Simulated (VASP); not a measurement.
Crystal: ZrC.

```xyz
2
Lattice="0.0000 2.3650 2.3650 2.3650 0.0000 2.3650 2.3650 2.3650 0.0000" Properties=species:S:1:pos:R:3 pbc="T T T"
Zr    2.3650    2.3650    2.3650
C     0.0000    0.0000    0.0000
```

Base run:

| Quantity | Value |
| --- | --- |
| Program | VASP 6.6.1 |
| Functional | PBE |
| Potentials or basis | VASP PAW PBE potentials, release 64 (Zr_sv, C) |
| Cutoff | 520 eV |
| k mesh | 10 × 10 × 10 |
| Occupations | fermi-dirac, width 0.05 eV |
| Spin | no spin polarisation |

Its results: band gap on the k mesh none (metal or under the smearing width); pressure -2.7 GPa.

Q: The run is repeated on the same cell with these changes: functional from PBE to PBEsol. What comes out?

A: Band gap on the k mesh none (metal or under the smearing width); pressure -8.2 GPa.

PBEsol binds more tightly than PBE, so the same cell stands under less pressure.

Caveats: the PAW data sets were made with another functional, which shifts forces and pressure a little (some runs).

Not every run made on this cell is shown here.
